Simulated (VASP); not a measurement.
# Si (Im-3m) in VASP: further runs

One crystal, Si, is run at these levels: PBE; tasks: single point.

Everything below comes from runs of VASP 6.6.1. Logs are shortened: lines on timing, memory, paths and dates and some standing lists are left out, and cuts for length are marked.

### Step 1. The crystal as given

It takes space group Im-3m (No. 229, cubic). The conventional cell has a = 6.672 Å, b = 6.672 Å, c = 6.672 Å, α = 90.00°, β = 90.00°, γ = 90.00°. Si (site symmetry -4m2) has 4 Si at 2.36 Å as nearest neighbours.

This isn't the form of Si at room conditions, which is diamond.

### Step 2. Single point, PBE

Input file INCAR:

```
SYSTEM = Si
ALGO = Normal
EDIFF = 1E-7
ENCUT = 520
GGA = PE
ISIF = 2
ISMEAR = 0
LASPH = .TRUE.
LCHARG = .FALSE.
LREAL = .FALSE.
LWAVE = .FALSE.
NELM = 100
PREC = Accurate
SIGMA = 0.02
```

Input file KPOINTS:

```
k-points
0
G
  6 6 6
  0 0 0
```

Input file POSCAR:

```
Si
1.0
   -3.3360831900      3.3360831900      3.3360831900
    3.3360831900     -3.3360831900      3.3360831900
    3.3360831900      3.3360831900     -3.3360831900
Si
6
Cartesian
    1.6680415950      0.0000000000      3.3360831900
    3.3360831900      0.0000000000      1.6680415950
    3.3360831900      1.6680415950      0.0000000000
    1.6680415950      3.3360831900      0.0000000000
    0.0000000000      1.6680415950      3.3360831900
    0.0000000000      3.3360831900      1.6680415950
```

Potentials or basis: VASP PAW PBE potentials, release 54 (Si).

Command:

```console
$ cat potpaw_PBE.54/Si/POTCAR > POTCAR
$ mpirun -np 1 vasp_std > vasp.out
```

OUTCAR:

```text
SYSTEM = Si
   EDIFF = 1E-7
   ENCUT = 520
   GGA = PE
   ISIF = 2
   ISMEAR = 0
   LASPH = .TRUE.
   LREAL = .FALSE.
   NELM = 100
   PREC = Accurate

 ion  position               nearest neighbor table
   1  0.500  0.750  0.250-   2 2.36   5 2.36   6 2.36   3 2.36
   2  0.250  0.750  0.500-   1 2.36   3 2.36   4 2.36   5 2.36
   3  0.250  0.500  0.750-   1 2.36   2 2.36   4 2.36   6 2.36
   4  0.500  0.250  0.750-   3 2.36   5 2.36   6 2.36   2 2.36
   5  0.750  0.500  0.250-   1 2.36   2 2.36   6 2.36   4 2.36
   6  0.750  0.250  0.500-   3 2.36   4 2.36   5 2.36   1 2.36

  LATTYP: Found a body centered cubic cell.
 ALAT       =     6.6721663800

  Lattice vectors:

 A1 = (  -3.3360831900,   3.3360831900,   3.3360831900)
 A2 = (   3.3360831900,  -3.3360831900,   3.3360831900)
 A3 = (   3.3360831900,   3.3360831900,  -3.3360831900)

Analysis of symmetry for initial positions (statically):
=====================================================================
 Subroutine PRICEL returns:
 Original cell was already a primitive cell.

 Routine SETGRP: Setting up the symmetry group for a
 body centered cubic supercell.

 Subroutine GETGRP returns: Found 48 space group operations
 (whereof 48 operations were pure point group operations)
 out of a pool of 48 trial point group operations.

The static configuration has the point symmetry O_h .

Analysis of symmetry for dynamics (positions and initial velocities):
=====================================================================
 Subroutine PRICEL returns:
 Original cell was already a primitive cell.

 Routine SETGRP: Setting up the symmetry group for a
 body centered cubic supercell.

 Subroutine GETGRP returns: Found 48 space group operations
 (whereof 48 operations were pure point group operations)
 out of a pool of 48 trial point group operations.

The dynamic configuration has the point symmetry O_h .

 Subroutine INISYM returns: Found 48 space group operations
 (whereof 48 operations are pure point group operations),
 and found     1 'primitive' translations

----------------------------------------------------------------------------------------

                                     Primitive cell

  volume of cell :     148.5151

  direct lattice vectors                    reciprocal lattice vectors
[... 91 lines left out ...]
   NFREE  =      0    steps in history (QN), initial steepest desc. (CG)
   ISIF   =      2    stress and relaxation
   ISYM   =      2    0-nonsym 1-usesym 2-fastsym
   POTIM  = 0.5000    time-step for ionic-motion
   TEBEG  =    0.0;   TEEND  =   0.0 temperature during run
   PSTRESS=    0.0 pullay stress
   NELECT =      24.0000    total number of electrons
   NUPDOWN=      -1.0000    fix difference up-down
   EMIN   =  10.00;   EMAX   =-10.00  energy-range for DOS
   EFERMI =   0.00;   METHOD = LEGACY
   ISMEAR =     0;   SIGMA  =   0.02  broadening in eV -4-tet -1-fermi 0-gaus
   EFERMI_NEDOS =   21; number of points for ismear=-14 and -15
   IALGO  =     38    algorithm
   IMIX   =      4    mixing-type and parameters
     AMIX     =   0.40;   BMIX     =  1.00
     AMIX_MAG =   1.60;   BMIX_MAG =  1.00
  volume/ion in A,a.u.               =      24.75       167.04
  Fermi-wavevector in a.u.,A,eV,Ry     =   0.891706  1.685080 10.818532  0.795140
  Thomas-Fermi vector in A             =   2.013561
   LORBIT       =      0    0 simple, 1 ext, 2 COOP (PROOUT), +10 PAW based schemes
   GGA     = PE    functional components
   LHFCALC =     F    Hartree Fock is set to
   AEXX    =    0.0000 exact exchange contribution
   IVDW    =     0    specifies the selected vdW correction
   LEPSILON=     F    determine dielectric tensor
   LRPA    =     F    only Hartree local field effects (RPA)
 non-spin polarized calculation
 Gauss-broadening in eV      SIGMA  =   0.02
  energy-cutoff  :      520.00
  volume of cell :      148.52
 maximum number of plane-waves:      4034
 NGX is ok and might be reduce to    48
   NGX = 21   NGY = 21   NGZ = 21

 number of electron      23.9999999 magnetization

 Free energy of the ion-electron system (eV)
  ---------------------------------------------------
  ext. energy  EPLUGINS =         0.00000000
  ---------------------------------------------------
  free energy    TOTEN  =       -31.19148575 eV

  energy without entropy =      -31.19148564  energy(sigma->0) =      -31.19148569

 E-fermi :   4.0759     XC(G=0):  -8.1418

 val. band max:        4.0197580364   @ k =   0.5000   0.5000   0.5000
 cond. band min:       4.1344068612   @ k =  -0.3333   0.3333   0.3333
 fundamental gap:      0.1146488247
 Fermi energy:         4.0759362782

 k-point     1 :       0.0000    0.0000    0.0000
  band No.  band energies     occupation
      1      -7.7685      2.00000
      2      -3.2276      2.00000
      3      -3.2276      2.00000
      4      -3.0965      2.00000
      5      -3.0965      2.00000
      6      -3.0965      2.00000
[... 281 lines left out ...]
      3      -3.7491      2.00000
      4      -3.7491      2.00000
      5      -3.7491      2.00000
      6      -1.5835      2.00000
[... 8 lines left out ...]
     15       4.3708      0.00000
     16       7.0020      0.00000

------------------------ aborting loop because EDIFF is reached ----------------------------------------

  FORCE on cell =-STRESS in cart. coord.  units (eV):
  Direction    XX          YY          ZZ          XY          YZ          ZX
  --------------------------------------------------------------------------------------
  -------------------------------------------------------------------------------------
  Total        1.7723927      1.7723927      1.7723927      0.0000000      0.0000000      0.0000000
  in kB       19.1205301     19.1205301     19.1205301      0.0000000      0.0000000      0.0000000
  external PRESSURE =      19.1205301 kB  Pullay stress =       0.0000000 kB

 VOLUME and BASIS-vectors are now :
 -----------------------------------------------------------------------------
  energy-cutoff  :      520.00
  volume of cell :      148.52
      direct lattice vectors                 reciprocal lattice vectors
    -3.336083190  3.336083190  3.336083190     0.000000000  0.149876358  0.149876358
     3.336083190 -3.336083190  3.336083190     0.149876358  0.000000000  0.149876358
     3.336083190  3.336083190 -3.336083190     0.149876358  0.149876358  0.000000000

 POSITION                                       TOTAL-FORCE (eV/Angst)
 -----------------------------------------------------------------------------------
      1.66804      0.00000      3.33608        -0.000000      0.000000      0.000000
      3.33608      0.00000      1.66804        -0.000000      0.000000     -0.000000
      3.33608      1.66804      0.00000        -0.000000      0.000000     -0.000000
      1.66804      3.33608      0.00000        -0.000000      0.000000     -0.000000
      0.00000      1.66804      3.33608        -0.000000      0.000000      0.000000
      0.00000      3.33608      1.66804         0.000000     -0.000000     -0.000000
 -----------------------------------------------------------------------------------
    total drift:                               -0.000000     -0.000000      0.000000

  FREE ENERGIE OF THE ION-ELECTRON SYSTEM (eV)
  ---------------------------------------------------
  free  energy   TOTEN  =       -31.1914857545 eV

  energy  without entropy=      -31.1914856350  energy(sigma->0) =      -31.19148569
```

Wall time 29 s (1 thread of Intel Xeon Platinum 8488C (Sapphire Rapids), shared host); peak memory 0.3 GiB.

What came out:

| Property | Result |
| --- | --- |
| Free energy | -31.1915 eV |
| Pressure | 1.9 GPa |
| Band gap on the k mesh | 0.11 eV, indirect (least direct gap 0.35 eV) |

Levels at points of the mesh, in eV from the valence-band top:
```csv
k point,band 9,band 10,band 11,band 12,band 13,band 14,band 15,band 16
"(0.00, 0.00, 0.00)",-2.87,-2.09,-2.09,-2.09,2.04,2.04,2.04,2.53
"(0.50, 0.00, 0.00)",-3.22,-2.08,-1.32,-0.70,1.17,2.30,2.66,2.79
"(0.50, 0.50, 0.50)",-1.84,0.00,0.00,0.00,0.35,0.35,0.35,2.98
```

A k mesh can miss the band edges. Expect the measured gap to be larger: semilocal functionals such as PBE lack the derivative discontinuity.

### Step 3. Single point, PBE

Input file run.py:

```python
from ase.calculators.vasp import Vasp
from ase.dft.bandgap import bandgap
from ase.io import read

atoms = read('Si.cif', primitive_cell=True, subtrans_included=False)
calc = Vasp(
    directory='calc',
    xc='pbe',
    pp='PBE',
    setups='recommended',
    pp_version='54',
    prec='Accurate',
    encut=520,
    ediff=1e-06,
    ismear=0,
    sigma=0.02,
    lreal=False,
    lasph=True,
    nelm=60,
    algo='Normal',
    isif=2,
    lwave=False,
    lcharg=True,
    lelf=True,
    lvhar=True,
    kpts=[6, 6, 6],
    gamma=True,
)
atoms.calc = calc

print('energy (eV):', atoms.get_potential_energy())
print('free energy (eV):', atoms.get_potential_energy(force_consistent=True))
print('forces (eV/A):')
print(atoms.get_forces())
print('stress (eV/A^3, Voigt):', atoms.get_stress())
print('Fermi level (eV):', calc.get_fermi_level())
gap, top, bottom = bandgap(calc)
print('band gap (eV):', gap, 'from (spin, k, band)', top, 'to', bottom)
```

Input file Si.cif:

```cif
data_Si
_cell_length_a 6.67216638
_cell_length_b 6.67216638
_cell_length_c 6.67216638
_cell_angle_alpha 90.00000000
_cell_angle_beta 90.00000000
_cell_angle_gamma 90.00000000
_space_group_name_H-M_alt 'Im-3m'
_space_group_name_Hall '-I 4 2 3'
_space_group_IT_number 229
loop_
_space_group_symop_operation_xyz
'x,y,z'
'-x,-y,-z'
'-y,x,z'
'y,-x,-z'
'-x,-y,z'
'x,y,-z'
'y,-x,z'
'-y,x,-z'
'x,-y,-z'
'-x,y,z'
'-y,-x,-z'
'y,x,z'
'-x,y,-z'
'x,-y,z'
'y,x,-z'
'-y,-x,z'
'z,x,y'
'-z,-x,-y'
'z,-y,x'
'-z,y,-x'
'z,-x,-y'
'-z,x,y'
'z,y,-x'
'-z,-y,x'
'-z,x,-y'
'z,-x,y'
'-z,-y,-x'
'z,y,x'
'-z,-x,y'
'z,x,-y'
'-z,y,x'
'z,-y,-x'
'y,z,x'
'-y,-z,-x'
'x,z,-y'
'-x,-z,y'
'-y,z,-x'
'y,-z,x'
'-x,z,y'
'x,-z,-y'
'-y,-z,x'
'y,z,-x'
'-x,-z,-y'
'x,z,y'
'y,-z,-x'
'-y,z,x'
'x,-z,y'
'-x,z,-y'
'x+1/2,y+1/2,z+1/2'
'-x+1/2,-y+1/2,-z+1/2'
'-y+1/2,x+1/2,z+1/2'
'y+1/2,-x+1/2,-z+1/2'
'-x+1/2,-y+1/2,z+1/2'
'x+1/2,y+1/2,-z+1/2'
'y+1/2,-x+1/2,z+1/2'
'-y+1/2,x+1/2,-z+1/2'
'x+1/2,-y+1/2,-z+1/2'
'-x+1/2,y+1/2,z+1/2'
'-y+1/2,-x+1/2,-z+1/2'
'y+1/2,x+1/2,z+1/2'
'-x+1/2,y+1/2,-z+1/2'
'x+1/2,-y+1/2,z+1/2'
'y+1/2,x+1/2,-z+1/2'
'-y+1/2,-x+1/2,z+1/2'
'z+1/2,x+1/2,y+1/2'
'-z+1/2,-x+1/2,-y+1/2'
'z+1/2,-y+1/2,x+1/2'
'-z+1/2,y+1/2,-x+1/2'
'z+1/2,-x+1/2,-y+1/2'
'-z+1/2,x+1/2,y+1/2'
'z+1/2,y+1/2,-x+1/2'
'-z+1/2,-y+1/2,x+1/2'
'-z+1/2,x+1/2,-y+1/2'
'z+1/2,-x+1/2,y+1/2'
'-z+1/2,-y+1/2,-x+1/2'
'z+1/2,y+1/2,x+1/2'
'-z+1/2,-x+1/2,y+1/2'
'z+1/2,x+1/2,-y+1/2'
'-z+1/2,y+1/2,x+1/2'
'z+1/2,-y+1/2,-x+1/2'
'y+1/2,z+1/2,x+1/2'
'-y+1/2,-z+1/2,-x+1/2'
'x+1/2,z+1/2,-y+1/2'
'-x+1/2,-z+1/2,y+1/2'
'-y+1/2,z+1/2,-x+1/2'
'y+1/2,-z+1/2,x+1/2'
'-x+1/2,z+1/2,y+1/2'
'x+1/2,-z+1/2,-y+1/2'
'-y+1/2,-z+1/2,x+1/2'
'y+1/2,z+1/2,-x+1/2'
'-x+1/2,-z+1/2,-y+1/2'
'x+1/2,z+1/2,y+1/2'
'y+1/2,-z+1/2,-x+1/2'
'-y+1/2,z+1/2,x+1/2'
'x+1/2,-z+1/2,y+1/2'
'-x+1/2,z+1/2,-y+1/2'
loop_
_atom_site_label
_atom_site_type_symbol
_atom_site_symmetry_multiplicity
_atom_site_Wyckoff_symbol
_atom_site_fract_x
_atom_site_fract_y
_atom_site_fract_z
_atom_site_occupancy
Si1 Si 12 d 0.2500000000 0.0000000000 0.5000000000 1
```

Potentials or basis: VASP PAW PBE potentials, release 54 (Si).

Command:

```console
$ python run.py
```

Wall time 33 s (1 thread of Intel Xeon Platinum 8488C (Sapphire Rapids), shared host); peak memory 0.3 GiB.

It converged, with:

- Free energy: -31.1915 eV
- Pressure: 1.9 GPa
- Band gap on the k mesh: 0.11 eV, indirect (least direct gap 0.35 eV)

Levels at points of the mesh, in eV from the valence-band top:
| k point | band 9 | band 10 | band 11 | band 12 | band 13 | band 14 | band 15 | band 16 |
| --- | --- | --- | --- | --- | --- | --- | --- | --- |
| (0.00, 0.00, 0.00) | -2.87 | -2.09 | -2.09 | -2.09 | 2.04 | 2.04 | 2.04 | 2.53 |
| (0.50, 0.00, 0.00) | -3.22 | -2.08 | -1.32 | -0.70 | 1.17 | 2.30 | 2.66 | 2.79 |
| (0.50, 0.50, 0.50) | -1.84 | 0.00 | 0.00 | 0.00 | 0.35 | 0.35 | 0.35 | 2.98 |

A k mesh can miss the band edges. A hybrid or GW would open this gap; PBE tends to underestimate it.
